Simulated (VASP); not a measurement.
Write the native input for VASP 6.6.1 that does the following.

| Item | Value |
| --- | --- |
| Task | relaxation of shape and atoms at fixed volume |
| Functional | PBE |
| Dispersion | D3(BJ) |
| Potentials or basis | VASP PAW PBE potentials, release 64 (Cd, Se) |
| Cutoff | 600 eV |
| k mesh | 9 × 9 × 4 |
| Occupations | gaussian, width 0.03 eV |
| Spin | no spin polarisation |
| Further INCAR settings | ALGO = Fast; EDIFF = 1e-07; IBRION = 2; EDIFFG = -0.01; NSW = 40; ISIF = 4 |

The structure of CdSe (Cadmoselite) lies in POSCAR:

```
CdSe                                    
1.0
    4.3280197222      0.0000000000      0.0000000000
   -2.1640098611      3.7481750276      0.0000000000
    0.0000000000      0.0000000000      7.0790367033
  Cd              Se            
     2     2
Direct
     0.3333333332999970    0.6666666667000030    0.0049753195880424
     0.6666666667000030    0.3333333332999970    0.5049753195880424
     0.3333333332999970    0.6666666667000030    0.3800246804119556
     0.6666666667000030    0.3333333332999970    0.8800246804119556
```

One way to write it, as run:

INCAR

```
SYSTEM = CdSe
ALGO = Fast
EDIFF = 1E-7
EDIFFG = -0.01
ENCUT = 600
GGA = PE
IBRION = 2
ISIF = 4
ISMEAR = 0
IVDW = 12
LASPH = .True.
LCHARG = .False.
LREAL = .False.
LWAVE = .False.
NELM = 80
NSW = 40
PREC = Accurate
SIGMA = 0.03
```

KPOINTS

```
k-points
0
Gamma
  9 9 4
  0 0 0
```

Potentials or basis: VASP PAW PBE potentials, release 64 (Cd, Se).

Command:

```sh
$ cat potpaw_PBE.64/Cd/POTCAR potpaw_PBE.64/Se/POTCAR > POTCAR
$ mpirun -np 1 vasp_std > vasp.out
```

Results of the run:

```
Pressure after relaxing    : 0.0 GPa
Band gap on the k mesh     : 0.62 eV, direct
Dispersion energy per atom : -0.311 eV
```

Caveat: the relaxation stopped at its first step, so nothing moved.

It took 56 s on 1 thread of Intel(R) Xeon(R) 6975P-C (Granite Rapids), with other jobs on the host, peak memory 0.33 GiB.
